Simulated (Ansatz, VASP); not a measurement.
# HfO2 in VASP and in Ansatz

```
Hf O
1.0
     0.00000    2.52918    2.52918
     2.52918    0.00000    2.52918
     2.52918    2.52918    0.00000
Hf O
1 2
Direct
  0.00000 0.00000 0.00000
  0.25000 0.25000 0.25000
  0.75000 0.75000 0.75000
```

Alike in both runs: functional r2SCAN; k mesh 8 × 8 × 8; occupations gaussian, width 0.02 eV; no spin polarisation.

Ansatz relaxed the structure, and its values are those at the end. VASP's run is a single point on that final structure, the one shown.

|  | VASP | Ansatz |
| --- | --- | --- |
| version | VASP 6.6.1 | Ansatz 0.2.0 |
| potentials or method | VASP PAW PBE potentials, release 64 (Hf_pv, O) | scalar-relativistic, plane waves, PAW |
| plane-wave cutoff (eV) | 520 | 500 |
| valence electrons in the cell | 22 | 38 |

|  | VASP | Ansatz | Ansatz less VASP |
| --- | --- | --- | --- |
| gap on the k mesh at the Fermi level (eV) | 4.32 | 4.30 | -0.013 |
| least direct gap on the mesh (eV) | 4.32 | 4.30 | -0.013 |
| pressure (GPa) | -3.9 | 0.0 | +3.95 |

One of these differences is far larger than is usual between the two programs; its cause wasn't traced. The two sets of potentials don't hold the same shells in valence.

Caveats: the PAW data sets were made with another functional, which shifts forces and pressure a little (VASP); spin-orbit coupling is left out, which moves the levels of the heavy elements. A k mesh can miss the band edges.
